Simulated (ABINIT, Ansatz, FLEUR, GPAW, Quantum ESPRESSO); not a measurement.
One calculation of WSe, 5 ways

```xyz
4
Lattice="3.3179 0.0000 0.0000 -1.6590 2.8734 0.0000 0.0000 0.0000 31.6581" Properties=species:S:1:pos:R:3 pbc="T T T"
W     0.0000    0.0000    7.5000
Se    0.0000    1.9156    9.1623
Se    0.0000    1.9156   22.4959
W     0.0000    0.0000   24.1581
```

Alike in all runs: functional PBE; k mesh 9 × 9 × 1; occupations fermi-dirac, width 0.05 eV; no spin polarisation; no spin-orbit coupling.

| program and potentials | plane-wave cutoff (eV) | notes | largest force (eV/Å) |
| --- | --- | --- | --- |
| Ansatz, Ansatz PAW | 420 | 15 valence electrons an atom on average | 0.437 |
| Quantum ESPRESSO, PseudoDojo 0.4.1 SR PBE standard | 1170 | 15 valence electrons an atom on average | 0.411 |
| ABINIT, JTH PAW PBE v2.0 | 435 | 10 valence electrons an atom on average | 0.393 |
| GPAW, GPAW PAW data sets (gpaw-data 1.2.1) | 450 | 10 valence electrons an atom on average | 0.421 |
| FLEUR, all-electron, FLAPW | - | - | 0.464 |

Force on atom 4 (W), eV/Å:

```json
{"program and potentials": "Ansatz, Ansatz PAW", "x": "0.000", "y": "0.000", "z": "-0.437"}
{"program and potentials": "Quantum ESPRESSO, PseudoDojo 0.4.1 SR PBE standard", "x": "0.000", "y": "0.000", "z": "-0.411"}
{"program and potentials": "ABINIT, JTH PAW PBE v2.0", "x": "0.000", "y": "0.000", "z": "-0.393"}
{"program and potentials": "GPAW, GPAW PAW data sets (gpaw-data 1.2.1)", "x": "0.000", "y": "0.000", "z": "-0.421"}
{"program and potentials": "FLEUR, all-electron, FLAPW", "x": "0.000", "y": "0.000", "z": "-0.464"}
```

The functional is the same throughout but for its coding, so the spread measures potentials, basis and numerics; runs on potential files found faulty are left out.
